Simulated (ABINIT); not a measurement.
HfC:

```
Hf C
1.0
     0.00000    2.32500    2.32500
     2.32500    0.00000    2.32500
     2.32500    2.32500    0.00000
Hf C
1 1
Cartesian
  2.3250 2.3250 2.3250
  0.0000 0.0000 0.0000
```

Base run:

- Program: ABINIT 10.8.3 (patched build)
- Functional: LDA
- Potentials or basis: JTH PAW LDA v2.0
- Cutoff: 544 eV
- k mesh: 10 × 10 × 10
- Occupations: fermi-dirac, width 0.05 eV
- Spin: no spin polarisation

Its results: band gap on the k mesh none (metal or under the smearing width); pressure -12.3 GPa.

Task: The run is repeated on the same cell with these changes: functional from LDA to BLYP; potentials or basis from JTH PAW LDA v2.0 to JTH PAW PBE v2.0. What comes out?

Result: Band gap on the k mesh none (metal or under the smearing width); pressure 7.4 GPa.

Caveats: spin-orbit coupling is left out, which moves the levels of the heavy elements; the PAW data sets were made with another functional, which shifts forces and pressure a little (some runs).
